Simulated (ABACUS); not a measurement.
Runs of ABACUS 3.10.1 on BAs. Symmetry: F-43m, No. 216, cubic system. Conventional cell: a = 4.777 Å, b = 4.777 Å, c = 4.777 Å, α = 90.00°, β = 90.00°, γ = 90.00°. As (site symmetry -43m) is surrounded by 4 B at 2.07 Å. B (site symmetry -43m) is surrounded by 4 As at 2.07 Å. 

```tsv
level	potentials or basis	k mesh	cutoff (eV)	SCF threshold on the density	eigensolver	share of exact exchange	screening of the exchange	threshold of the auxiliary basis	mesh quality	gap on the mesh (eV)	pressure (GPa)
HSE-type (share 0.4, screening 0.11/bohr)	PseudoDojo NC SR 0.4.1 PBE standard, DZP LCAO (the cutoffs set its grid)	4 × 4 × 4	1361	1e-07	genelpa	0.4	0.11 1/bohr	0.001	coarse	3.03	-
HSE-type (share 0.25, screening 0.11/bohr)	PseudoDojo NC SR 0.4.1 PBE standard, DZP LCAO (the cutoffs set its grid)	4 × 4 × 4	1361	1e-07	genelpa	0.25	0.11 1/bohr	0.001	coarse	2.44	-
PBE	PseudoDojo NC SR 0.4.1 PBE standard, DZP LCAO (the cutoffs set its grid)	4 × 4 × 4	1361	1e-07	genelpa	-	-	-	coarse	(a)	6.1
HSE-type (share 0.1, screening 0.11/bohr)	PseudoDojo NC SR 0.4.1 PBE standard, DZP LCAO (the cutoffs set its grid)	4 × 4 × 4	1361	1e-07	genelpa	0.1	0.11 1/bohr	0.001	coarse	(b)	-
PBEsol	PseudoDojo NC SR 0.4.1 PBEsol standard, plane waves	10 × 10 × 10	1143	1e-08	dav	-	-	-	not flagged	1.10	-0.7
```

Alike in all rows: task single point; no spin polarisation; cell as given; smearing fermi-dirac 0.05 eV.

Task: Fill in the values left out.

Result: (a) 1.48; (b) 1.88.

Caveats: some runs use coarse meshes; the atomic orbitals were generated for these runs and aren't a published set (some runs); the basis of atomic orbitals isn't converged, which shifts pressures, moduli and gaps (some runs); the hybrid runs on potentials with a model core (some runs); gaps of hybrids in this basis differ from plane-wave ones by up to 0.1 eV (some runs); the potentials were made for another functional, which shifts forces and pressure (some runs).

A k mesh can miss the band edges, and the runs leave out spin-orbit coupling on As.
